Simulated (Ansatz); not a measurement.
An Ansatz run on CdS (F-43m) from a database structure left the output below. The geometry is the r2SCAN minimum.

The cell given to it:
```
CELL_PARAMETERS angstrom
0.00000 2.93921 2.93921
2.93921 0.00000 2.93921
2.93921 2.93921 0.00000
ATOMIC_POSITIONS crystal
Cd 0.00000 0.00000 0.00000
S 0.25000 0.25000 0.25000
```

What the program printed (shortened):
```
Pseudopotential: Cd, paw, valence charge 20, recommended cutoff 420 eV (normal)
Pseudopotential: S, paw, valence charge 6, recommended cutoff 420 eV (normal)
Functional definition: PBE
Crystal: 2 atoms, lattice volume = 50.783 Å³
Basis set: ecut = 420 eV, 965 PW (Γ)
Bands: 17, of which v1, the nominal top of the filled ones, is band 13 counted from 1 (12 counted from 0)
Symmetry: 24 space group operations
k-points: 46 of 216 (irreducible under 4 space group operations, time reversal used)
preconditioner: auto → none  [insulator: Δε(μ)=1.089 eV  ℏωp=22.1 eV]
SCF converged after 7 iterations
Free energy (F): -9157.821012 eV
Fermi energy:    6.587566 eV
--- Per-component energies (eV) ---
  E_band       = -513.521564
  E_kinetic    = 611.447655
  E_local      = -4046.742797
  E_nonlocal   = 62.169724
  E_hartree    = 1856.920627
  E_xc         = -273.698935
  E_vxc        = -308.843881
  E_paw        = -4683.835110
  E_vpaw       = -545.393432
  E_ewald      = -2684.082191
--- Dielectric response (ions clamped): 3 representative field directions + reference, inside a basis on a mesh of 512 k-points ---
  ε∞ (high-frequency dielectric tensor):
        6.190776     0.000000     0.000000
        0.000000     6.190776     0.000000
        0.000000     0.000000     6.190776
  Born effective charges Z* (e; rows j = field, columns β = displacement):
    site 0:
         2.20232    0.00000    0.00000
         0.00000    2.20232    0.00000
         0.00000    0.00000    2.20232
    site 1:
        -2.20232    0.00000    0.00000
         0.00000   -2.20232    0.00000
         0.00000    0.00000   -2.20232
  ε∞ is read to err by 1.6e-2, Z* by 2.1e-2 e
```

Task: Reconstruct the input.

Result:
```yaml
crystal:
  # lattice and atoms as above
kpoints:
  mp_grid: { grid: [6, 6, 6] }
hamiltonian:
  xc: pbe
scf:
  occupations: { method: fixed }
dielectric: {}
```
A response with clamped ions alone is the dielectric block. Keys that aren't typed take their defaults; thresholds and the kind of smearing can't be read off these lines.

Run as `ansatz run input.yaml --threads 2 --pin off --max-ram 20275MiB --backend cpu --events-out ev --progress --plain --runs-dir out`. Wall time 11 s on 2 threads of AMD EPYC 7R13 Processor (Zen 3) (shared host), load about 2.7 per core; peak host memory 0.71 GiB.

No spin polarisation and no zero-point or thermal motion.
